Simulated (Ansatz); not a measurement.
# CuO (Tenorite): the cost of one run

Computed with Ansatz 0.2.0 (DFT PBE, scalar-relativistic, plane waves, PAW, unless a step's input says otherwise).

### 1 The starting structure

Symmetry: C2/c, No. 15, monoclinic system. The conventional cell has a = 4.684 Å, b = 3.423 Å, c = 5.129 Å, α = 90.00°, β = 99.54°, γ = 90.00°. Around Cu (site symmetry -1) lie 4 O at 1.95 to 1.96 Å. O (site symmetry 2) is surrounded by 4 Cu at 1.95 to 1.96 Å.

Structure file:

```cif
data_structure
_symmetry_space_group_name_H-M 'C2/c'
_symmetry_Int_Tables_number 15
_cell_length_a 4.6837
_cell_length_b 3.4226
_cell_length_c 5.1288
_cell_angle_alpha 90.000
_cell_angle_beta 99.540
_cell_angle_gamma 90.000
_cell_volume 81.08
loop_
_atom_site_label
_atom_site_type_symbol
_atom_site_symmetry_multiplicity
_atom_site_Wyckoff_symbol
_atom_site_fract_x
_atom_site_fract_y
_atom_site_fract_z
_atom_site_occupancy
Cu1 Cu 4 c 0.25000 0.25000 0.00000 1
O1 O 4 e 0.50000 0.91840 0.25000 1
```

The moments start at Cu 1.00 μB.

### 2 First run, at the start cell

The input, input.yaml:

```yaml
crystal:
  lattice:
    - [2.34185, -1.7113, 0.0]
    - [2.34185, 1.7113, 0.0]
    - [-0.8500274268, 0.0, 5.0578693947]
  atoms:
    - { symbol: Cu, position: [0.0, 0.5, 0.0], spin: 1.0 }
    - { symbol: Cu, position: [0.5, 0.0, 0.5], spin: 1.0 }
    - { symbol: O, position: [0.5816, 0.4184, 0.25] }
    - { symbol: O, position: [0.4184, 0.5816, 0.75] }
basis:
  ecutwfc: 420
  ecutrho_ratio: 4
kpoints:
  mp_grid: { grid: [12, 12, 8] }
hamiltonian:
  xc: pbe
scf:
  occupations: { method: gaussian, width: 0.05 }
output:
  forces: true
  stress: true
  eigenvalues: true
  populations: true
magnetization:
  spin_polarized: true
relax:
  f_tol: 0.01
  max_steps: 60
  cell: { stress_tol: 0.04 }
```

Run with:

```console
> ansatz run input.yaml --threads 8 --pin off --max-ram 22528MiB --backend cpu --events-out ev --progress --plain --runs-dir out
```

**Question.** How long does this run take on 8 threads of Arm Neoverse V1, shared host, and how much memory does it need?

About 3.3 min, with a peak of 0.93 GiB.
